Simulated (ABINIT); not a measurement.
# KF (Carobbiite): G0W0 with ABINIT, start to end, part 3 of 3

Aim: the G0W0 gap of KF (Carobbiite) on PBE, step by step.

ABINIT 10.8.3; PBE and many-body steps on it, plane waves. Known limits of the many-body steps: not at the basis limit; coarse k mesh.

So far. Step 4 (Empty states on the mesh, 4×4×4 mesh, 155 bands): On this mesh the gap is 6.199 eV. Step 5 (Screening, 4×4×4 mesh, 147 bands, screening to 195.9 eV): Local fields lower ε∞ by 10 %. On a Γ-centred mesh this coarse the value itself is usually too large, while a short band sum pulls it down.

### Step 6. Self-energy, 4×4×4 mesh, 147 bands, screening to 195.9 eV

The self-energy is evaluated for the states that the input lists, and the levels follow from it, in one-shot runs by the linearised quasiparticle equation.

This step: G0W0 on PBE, plane waves, norm-conserving pseudopotentials.

run.abi reads:

```
acell 3*1.0 Angstrom
rprim 
  0.000000000000 2.671850000000 2.671850000000
  2.671850000000 0.000000000000 2.671850000000
  2.671850000000 2.671850000000 0.000000000000
ntypat 2
znucl 19 9
natom 2
typat 1 2
xred 
  0.000000000000 0.000000000000 0.000000000000
  0.500000000000 0.500000000000 0.500000000000
pp_dirpath "pseudos"
pseudos "K.upf, F.upf"
ecut 36
ngkpt 4 4 4
nshiftk 1
shiftk 0 0 0
kptopt 1
chksymbreak 0
istwfk *1
occopt 1
irdwfk 1
optdriver 4
nband 147
gwcalctyp 0
ecutsigx 36
symsigma 1
nkptgw 1
kptgw 
  0.0000000000 0.0000000000 0.0000000000
bdgw 
  6 12
ecuteps 7.2
irdscr 1
ppmodel 1
indata_prefix "in"
outdata_prefix "out"
tmpdata_prefix "tmp"
```

Started as:

```
$ OMP_NUM_THREADS=1 mpirun -n 8 abinit run.abi > log
```

Numbers of over 12 decimals in the logs are rounded to 6 here.

What it wrote:

```text
.Version 10.8.3 of ABINIT. v10.8.2 released Aug 2026.

 Symmetries : space group Fm -3 m (#225); Bravais cF (face-center cubic)
[... echo of the input left out ...]
== DATASET  1 ==================================================================
-   mpi_nproc: 8, omp_nthreads: 1 (-1 if OMP is not activated)

--- !DatasetInfo
iteration_state: {dtset: 1, }
dimensions: {natom: 2, nkpt: 8, mband: 147, nsppol: 1, nspinor: 1, nspden: 1, mpw: 2685, }
cutoff_energies: {ecut:  36.0, pawecutdg:  -1.0, }
electrons: {nelect:   1.60000000E+01, charge:   0.00000000E+00, occopt:   1.00000000E+00, tsmear:   1.00000000E-02, }

 SIGMA: Calculation of the GW corrections

 Based on a program developped by R.W. Godby, V. Olevano, G. Onida, and L. Reining.
 Incorporated in ABINIT by V. Olevano, G.-M. Rignanese, and M. Torrent.
.Using double precision arithmetic ; gwpc =  8

[... cell and pseudopotentials left out ...]
--------------------------------------------------------------------------------

 ==== K-mesh for the wavefunctions ====
 Number of points in the irreducible wedge :     8
[... list of points left out ...]
 Together with 48 symmetry operations and time-reversal symmetry
 yields    64 points in the full Brillouin Zone.

 ==== Q-mesh for screening function ====
 Number of points in the irreducible wedge :     8
[... list of points left out ...]
 Together with 48 symmetry operations and time-reversal symmetry
 yields    64 points in the full Brillouin Zone.

 vcoul_init : cutoff-mode = AUXILIARY_FUNCTION
 q-points for optical limit:   1
     1)      0.000010    0.000020    0.000030
 setmesh: FFT mesh size selected  =    40x   40x   40
          total number of points  =        64000

 Number of electrons calculated from density =   16.0000; Expected =   16.0000
 average of density, n =  0.062152
 r_s =    1.5661
 omega_plasma =   24.0483 [eV]

 === KS Band Gaps ===
  >>>> For spin  1
   Minimum direct gap =   6.1994 [eV], located at k-point      :   0.0000  0.0000  0.0000
   Fundamental gap    =   6.1994 [eV], Top of valence bands at :   0.0000  0.0000  0.0000
                                       Bottom of conduction at :   0.0000  0.0000  0.0000
 SIGMA fundamental parameters:
 PLASMON POLE MODEL  1
 number of plane-waves for SigmaX                 2685
 number of plane-waves for SigmaC and W            259
 number of plane-waves for wavefunctions          2685
 number of bands                                   147
 number of independent spin polarizations            1
 number of spinorial components                      1
 number of k-points in IBZ                           8
 number of q-points in IBZ                           8
 number of symmetry operations                      48
 number of k-points in BZ                           64
 number of q-points in BZ                           64
 number of frequencies for dSigma/dE                 9
 frequency step for dSigma/dE [eV]                0.25
 number of omega for Sigma on real axis              0
 max omega for Sigma on real axis  [eV]           0.00
 zcut for avoiding poles [eV]                     0.10

 EPSILON^-1 parameters (SCR file):
 dimension of the eps^-1 matrix on file            259
 dimension of the eps^-1 matrix used               259
 number of plane-waves for wavefunctions          2685
 number of bands                                   147
 number of q-points in IBZ                           8
 number of frequencies                               2
 number of real frequencies                          1
 number of imag frequencies                          1

 matrix elements of self-energy operator (all in [eV])

 Perturbative Calculation

--- !SelfEnergy_ee
iteration_state: {dtset: 1, }
kpoint     : [   0.000,    0.000,    0.000, ]
spin       : 1
KS_gap     :    6.199
QP_gap     :    9.593
Delta_QP_KS:    3.394
data: !SigmaeeData |
     Band     E0 <VxcDFT>   SigX SigC(E0)      Z dSigC/dE  Sig(E)    E-E0       E
        6   0.131 -21.899 -29.492   4.673   0.807  -0.239 -24.255  -2.356  -2.226
        7   0.131 -21.899 -29.492   4.673   0.807  -0.239 -24.255  -2.356  -2.226
        8   0.131 -21.899 -29.492   4.673   0.807  -0.239 -24.255  -2.356  -2.226
        9   6.330  -7.969  -4.003  -2.811   0.898  -0.114  -6.932   1.037   7.367
       10  10.825 -10.841  -4.968  -3.140   0.891  -0.123  -8.406   2.435  13.259
       11  10.825 -10.841  -4.968  -3.140   0.891  -0.123  -8.406   2.435  13.259
       12  10.825 -10.841  -4.968  -3.140   0.891  -0.123  -8.406   2.435  13.259

== END DATASET(S) ==============================================================
================================================================================

 -outvars: echo values of variables after computation  --------
           etotal      0.0000000000E+00
            nband         147
             nkpt           8
          spgroup         225
 [... the other variables as echoed above ...]

 Calculation completed.
```

The job ended after 4.5 s (8 MPI ranks of Intel Xeon 6975P-C (Granite Rapids), shared host; peak memory 1.2 GiB; 34 s of CPU time).

Numbers from this step:

| Quantity | Value |
| --- | --- |
| G0W0 gap on the points computed | 9.593 eV |
| starting gap on the mesh | 6.199 eV |
| k of the valence top | 0, 0, 0 |
| k of the conduction bottom | 0, 0, 0 |
| Z at the valence top | 0.807 |
| Z at the conduction bottom | 0.898 |
| least direct G0W0 gap on the computed points | 9.593 eV |

The gap on the mesh goes from 6.20 eV to 9.59 eV, a correction of +3.39 eV.

Limits: finite bands, cutoff and mesh; coarse k mesh. v1 is the top filled band, c1 the lowest empty one. The levels before and after the correction (eV, zero at the valence-band top of each column):

|  | conduction bottom | valence top |
| --- | --- | --- |
| Kohn-Sham | 6.20 | 0.00 |
| G0W0 | 9.59 | 0.00 |

|  | level | energy (eV) |
| --- | --- | --- |
| Kohn-Sham | Γ v3-v1 | 0.000 |
| Kohn-Sham | Γ c1 | 6.199 |
| Kohn-Sham | Γ c2-c4 | 10.694 |
| G0W0 | Γ v3-v1 | 0.000 |
| G0W0 | Γ c1 | 9.593 |
| G0W0 | Γ c2-c4 | 15.485 |

### Step 7. Where the time went

Times are wall times on 8 MPI ranks of Intel Xeon 6975P-C (Granite Rapids), shared host, good to a factor of about two.

| step | time | share | memory (GiB) |
| --- | --- | --- | --- |
| ground state | 3.8 s | 10 % | 0.61 |
| bands along the symmetry lines | 4.9 s | 13 % | 0.56 |
| empty states on the mesh | 13 s | 34 % | 3.6 |
| screening | 11 s | 30 % | 1.3 |
| self-energy | 4.5 s | 12 % | 1.2 |

### Step 8. What came out

| Quantity | Value |
| --- | --- |
| PBE gap | 6.20 eV, direct |
| G0W0 gap on the mesh | 9.59 eV |
| GW settings | 4×4×4 mesh, 147 bands, screening to 195.9 eV, Godby-Needs plasmon pole |
| known limits | not at the basis limit; coarse k mesh |

What this shows: G0W0 moves the gap on the mesh from 6.20 eV to 9.59 eV (+3.39 eV), with Z of 0.81 and 0.90 at the edges. Local fields lower the RPA ε∞ on this mesh from 2.11 to 1.89; a Γ-centred mesh this coarse tends to raise both, most where the direct gap is narrow, while a short band sum lowers them. Only 1 of the mesh's irreducible points was corrected, so a valley elsewhere could overtake. Bands and cutoff are finite, so the gap is not at the basis limit. The miss can reach some tenths of an eV and take either sign; the mesh is an error of its own. In the G0W0 run levels were corrected at 1 k point alone, so a gap called «on the mesh» is the least over those, and an edge elsewhere would be missed. The 4×4×4 mesh is coarse for this cell, which bears on the long-range parts of exchange and screening.

[Paths, hosts, dates, memory and timing lines, banners, echoed tables and standing remarks are left out of the program output.]

[Logs are printed without paths, hosts, clocks, repeated set-up lines and the standing remarks that a program may print on its own settings, such as how far it seeks lower states.]

[Runs of the session that timed out or met a known fault of the program may be left out.]

[Hosts, paths, dates, database ids (printed as entryN), source tags and the programs' standing remarks are cut or masked in the printed files.]

[G0W0 gaps are taken among the corrected bands and points alone; a level outside them can change the order at an edge.]

[Where Ansatz stands beside ABINIT at settings called matched, ABINIT's density can come from a denser mesh and the files from another edition; pairs whose starting gaps differed by over 0.03 eV were left out, so agreement reads better than it is.]
